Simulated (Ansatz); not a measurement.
Runs of Ansatz 0.2.0 on SiC. It takes space group P6_3mc (No. 186, hexagonal). The conventional cell has a = 3.076 Å, b = 3.076 Å, c = 10.071 Å, α = 90.00°, β = 90.00°, γ = 120.00°. Si (site symmetry 3m) is surrounded by 4 C at 1.88 to 1.89 Å. Si (site symmetry 3m) has 4 C at 1.88 to 1.89 Å as nearest neighbours. Around C (site symmetry 3m) lie 4 Si at 1.88 to 1.89 Å. C (site symmetry 3m) is surrounded by 4 Si at 1.88 to 1.89 Å. The cell is a database's computed one.

| task | level | cell | smearing | gap on the mesh (eV) | pressure (GPa) | relaxed volume (Å³/atom) | largest force (eV/Å) |
| --- | --- | --- | --- | --- | --- | --- | --- |
| relaxation of cell and atoms | PBEsol | relaxed | fermi-dirac 0.05 eV | (a) | 0.0 | 10.33 | 0.01 |
| relaxation of cell and atoms | PBE+D3(BJ) | relaxed | fermi-dirac 0.05 eV | 2.23 | 0.0 | 10.28 | - |
| single point | PBE | as given | gaussian 0.013 eV | 2.23 | (b) | - | 0.01 |
| relaxation of cell and atoms | revPBE+D4 | relaxed | fermi-dirac 0.05 eV | 2.24 | 0.0 | 10.19 | - |
| relaxation of cell and atoms | RPBE | relaxed | fermi-dirac 0.05 eV | 2.24 | 0.0 | 10.66 | - |

Alike in all rows: potentials or basis Ansatz PAW; no spin polarisation; k mesh 10 × 10 × 3; cutoff (eV) 420.

Fill in the values left out.

(a) 2.12; (b) 3.9.

Caveats: odd divisions of the mesh miss points on the zone boundary, where band edges often lie, so the gap on the mesh can be too wide; the plane-wave basis is chosen anew once the cell has moved, so the energies of steps on either side of that aren't comparable (some runs); the PAW data sets come from PBE, with cores solved anew for the run's functional, which leaves a small shift of forces and pressure (some runs).

A k mesh can miss the band edges.
